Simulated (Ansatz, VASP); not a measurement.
# GaSb3: VASP beside Ansatz

```
Ga Sb
1.0
     0.00000    3.58550    3.58550
     3.58550    0.00000    3.58550
     3.58550    3.58550    0.00000
Ga Sb
1 3
Direct
  0.00000 0.00000 0.00000
  0.25000 0.25000 0.25000
  0.75000 0.75000 0.75000
  0.50000 0.50000 0.50000
```

The cell comes from a database or a generator and needn't be the stable form of this composition.

Alike in both runs: task single point; functional PBEsol; dispersion D3(BJ); k mesh 14 × 14 × 14; occupations gaussian, width 0.15 eV; no spin polarisation.

```csv
,VASP,Ansatz
version,VASP 6.6.1,Ansatz 0.2.0
potentials or method,"VASP PAW PBE potentials, release 64 (Ga_d, Sb)","scalar-relativistic, plane waves, PAW"
plane-wave cutoff (eV),520,420
valence electrons in the cell,28,58
```

Ansatz gave:

| Item | Value |
| --- | --- |
| gap on the k mesh at the Fermi level (eV) | none |
| pressure (GPa) | 0.4 |

What did VASP give for the same quantities?

gap on the k mesh at the Fermi level (eV): none; pressure (GPa): 0.5.

A gap of «none» marks a metal or a gap that the smearing closes. The two sets of potentials don't hold the same shells in valence.

Caveats: the PAW data sets were made with another functional, which shifts forces and pressure a little (VASP); pairwise dispersion overbinds metals, which lowers pressure and volume. The runs have no spin-orbit coupling, so splittings on Sb are missing.
